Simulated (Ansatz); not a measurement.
Polymorphs of InN, each relaxed with the program Ansatz at the PBE level (PAW):

A: wurtzite (P6_3mc)
a = b = 3.581 Å, c = 5.788 Å, α = β = 90.00°, γ = 120.00°

```json
[
 {"atom": "In", "site": "2b", "symmetry": "3m.", "x": "0.6667", "y": "0.3333", "z": "0.0020"},
 {"atom": "N", "site": "2b", "symmetry": "3m.", "x": "0.3333", "y": "0.6667", "z": "0.1232"}
]
```

B: P6_3mc
a = 3.5732 Å, b = 3.5732 Å, c = 17.4508 Å, α = 90.00°, β = 90.00°, γ = 120.00°

```tsv
atom	site	symmetry	x	y	z
In	2a	3m.	0.0000	0.0000	0.4998
In	2b	3m.	0.3333	0.6667	0.3335
In	2b	3m.	0.6667	0.3333	0.1666
N	2a	3m.	0.0000	0.0000	0.3746
N	2b	3m.	0.3333	0.6667	0.2080
N	2b	3m.	0.6667	0.3333	0.0411
```

Rank these by energy per atom at 0 K (lowest first), as PBE gives it.

A (+0 meV/atom), B (+7 meV/atom)

Built on a structure type that need not be the filed one of that space group: B. Not the usual ambient phase: B. All cells were relaxed under the symmetry of their starts (and spin orders); stability against distortions was not tested throughout. Spin–orbit coupling is left out wherever it is not named.

Energies hold the estimated change up to a 700 eV cutoff; steps of a few meV lie near the error of the meshes.

Potentials: the later of the program's two PAW sets.
